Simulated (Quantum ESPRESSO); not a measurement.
The system is Ta2N.

```xyz
3
Lattice="3.1129 0.0000 0.0000 -1.5564 2.6958 0.0000 0.0000 0.0000 4.8698" Properties=species:S:1:pos:R:3 pbc="T T T"
Ta    0.0000    1.7972    1.2404
Ta    1.5564    0.8986    3.6294
N     0.0000    0.0000    0.0000
```

The cell comes from a database or a generator and needn't be the stable form of this composition.

Base run:

```yaml
Program: Quantum ESPRESSO 7.5
Functional: PBEsol
Potentials_or_basis: GBRV 1.5 PBEsol
Cutoff: 762 eV
Density_cutoff: 6095 eV
k_mesh: 10 × 10 × 6
Occupations: fermi-dirac, width 0.05 eV
Spin: no spin polarisation
Hubbard_terms: Ta d U = 5 eV
```

Its results: band gap on the k mesh none (metal or under the smearing width); pressure -17.2 GPa; largest force 0.352 eV/Å.

Task: The run is repeated on the same cell with these changes: hubbard terms from Ta d U = 5 eV to none. What comes out?

Result: Band gap on the k mesh none (metal or under the smearing width); pressure -9.1 GPa; largest force 0.270 eV/Å.

Caveats: U without spin polarisation on a metal has little footing (some runs).
